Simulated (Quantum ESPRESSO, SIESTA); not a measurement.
This is a calculation of TiO2 for Quantum ESPRESSO 7.5. The cell is a database's computed one, not the measured one.

The input pw.in:

```
&CONTROL
  calculation = 'scf'
  prefix = 'pwscf'
  outdir = './tmp'
  pseudo_dir = './pseudo'
  tprnfor = .true.
  tstress = .true.
  disk_io = 'low'
/
&SYSTEM
  ibrav = 0
  nat = 6
  ntyp = 2
  ecutwfc = 55
  ecutrho = 440
  nbnd = 33
  occupations = 'smearing'
  smearing = 'fd'
  degauss = 0.00367493
/
&ELECTRONS
  conv_thr = 1.2d-09
  electron_maxstep = 120
  mixing_beta = 0.5
/
ATOMIC_SPECIES
Ti    47.8670 ti_pbe_v1.4.uspp.F.UPF
O     15.9990 O.pbe-n-kjpaw_psl.0.1.UPF
CELL_PARAMETERS angstrom
   4.5998373239    0.0000000000    0.0000000000
   0.0000000000    4.5998373239    0.0000000000
   0.0000000000    0.0000000000    2.9592135600
ATOMIC_POSITIONS crystal
Ti     0.0000000000    0.0000000000    0.5000000000
Ti     0.5000000000    0.5000000000    0.0000000000
O      0.3043213200    0.3043213200    0.5000000000
O      0.1956786800    0.8043213200    0.0000000000
O      0.8043213200    0.1956786800    0.0000000000
O      0.6956786800    0.6956786800    0.5000000000
K_POINTS automatic
6 6 9 0 0 0
```

Contents of pp_density.in:

```
&INPUTPP
  prefix = 'pwscf'
  outdir = './tmp'
  filplot = 'density.dat'
  plot_num = 0
/
&PLOT
  nfile = 1
  filepp(1) = 'density.dat'
  iflag = 3
  output_format = 6
  fileout = 'density.cube'
/
```

File pp_potential.in:

```
&INPUTPP
  prefix = 'pwscf'
  outdir = './tmp'
  filplot = 'potential.dat'
  plot_num = 11
/
&PLOT
  nfile = 1
  filepp(1) = 'potential.dat'
  iflag = 3
  output_format = 6
  fileout = 'potential.cube'
/
```

Potentials or basis: SSSP 1.3 efficiency PBE.

Launch:

```bash
$ OMP_NUM_THREADS=1 pw.x -in pw.in > pw.out
$ OMP_NUM_THREADS=1 pp.x -in pp_density.in > pp_density.out
$ OMP_NUM_THREADS=1 pp.x -in pp_potential.in > pp_potential.out
```

Translate it to SIESTA 5.4.2. Potentials or basis there: files PseudoDojo sr-pbe-0.4.1-standard, DZP (energy shift 0.003 Ry; two zetas on semicore shells).

As run (cutoffs and basis follow the program's own potentials, and thresholds, step limits or extra output files can differ):

Contents of TiO2.fdf:

```
SystemName                      TiO2
SystemLabel                     TiO2
NumberOfSpecies                 2
NumberOfAtoms                   6
%block ChemicalSpeciesLabel
  1  22 Ti
  2   8 O
%endblock ChemicalSpeciesLabel

LatticeConstant                 1.0 Ang
%block LatticeVectors
     4.5998373239     0.0000000000     0.0000000000
     0.0000000000     4.5998373239     0.0000000000
     0.0000000000     0.0000000000     2.9592135600
%endblock LatticeVectors
AtomicCoordinatesFormat         Fractional
%block AtomicCoordinatesAndAtomicSpecies
     0.0000000000     0.0000000000     0.5000000000  1  Ti
     0.5000000000     0.5000000000     0.0000000000  1  Ti
     0.3043213200     0.3043213200     0.5000000000  2  O
     0.1956786800     0.8043213200     0.0000000000  2  O
     0.8043213200     0.1956786800     0.0000000000  2  O
     0.6956786800     0.6956786800     0.5000000000  2  O
%endblock AtomicCoordinatesAndAtomicSpecies

%block kgrid.MonkhorstPack
    6   0   0  0.0
    0   6   0  0.0
    0   0   9  0.0
%endblock kgrid.MonkhorstPack
XC.Functional                   GGA
XC.Authors                      PBE
PAO.BasisSize                   DZP
PAO.EnergyShift                 0.003 Ry
Mesh.Cutoff                     800 Ry
OccupationFunction              FD
ElectronicTemperature           0.05 eV
MaxSCFIterations                120
SCF.MustConverge                false
SCF.Mixer.Method                Pulay
SCF.Mixer.Weight                0.25
SCF.Mixer.History               8
SCF.DM.Tolerance                5.0e-05
SCF.H.Tolerance                 1.0e-03 eV
WriteForces                     true
Charge.Mulliken                 end
Charge.Hirshfeld                end
Charge.Voronoi                  end
SaveRho                         true
SaveElectrostaticPotential      true
%block PAO.Basis
  Ti 5
  n=3 0 2
    3.144 0.000
  n=4 0 2
    8.756 0.000
  n=3 1 2
    3.568 0.000
  n=4 1 1
    8.756
  n=3 2 2
    6.267 0.000
%endblock PAO.Basis
```

Potentials or basis: PseudoDojo 0.4 standard (PBE files), converted to PSML, two zetas on semicore shells, DZP (energy shift 0.003 Ry; two zetas on semicore shells).

The run is started by

```console
$ siesta < TiO2.fdf > TiO2.out 2>&1
```

Both were run:

|  | Quantum ESPRESSO | SIESTA |
| --- | --- | --- |
| Pressure | 3.9 GPa | 7.4 GPa |

The two runs disagree by more than potentials and bases usually give (in gap, levels, pressure or energy); the cause wasn't traced.

Pressure is positive in compression.
